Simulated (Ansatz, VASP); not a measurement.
**One calculation of LuH2 (ae), two programs**

```
Lu H
1.0
     0.00000    2.47887    2.47887
     2.47887    0.00000    2.47887
     2.47887    2.47887    0.00000
Lu H
1 2
Direct
  0.00000 0.00000 0.00000
  0.25000 0.25000 0.25000
  0.75000 0.75000 0.75000
```

Alike in both runs: functional PBEsol; k mesh 14 × 14 × 14; occupations gaussian, width 0.1 eV; no spin polarisation.

Ansatz relaxed the structure, and its values are those at the end. VASP's run is a single point on that final structure, the one shown.

|  | VASP | Ansatz |
| --- | --- | --- |
| version | VASP 6.6.1 | Ansatz 0.2.0 |
| potentials or method | VASP PAW PBE potentials, release 64 (Lu, H), cutoff 520 eV | scalar-relativistic, all-electron LAPW |

Ansatz gave:

| Item | Value |
| --- | --- |
| gap on the k mesh at the Fermi level (eV) | none |
| pressure (GPa) | 0.0 |

Question: What did VASP give for the same quantities?

Answer: gap on the k mesh at the Fermi level (eV): none; pressure (GPa): 0.4.

A gap of «none» marks a metal or a gap that the smearing closes. Ansatz ran all-electron here, so the differences hold the error of VASP's frozen core and of both bases.

Caveats: the PAW data sets were made with another functional, which shifts forces and pressure a little (VASP). The runs have no spin-orbit coupling, so splittings on Lu are missing.
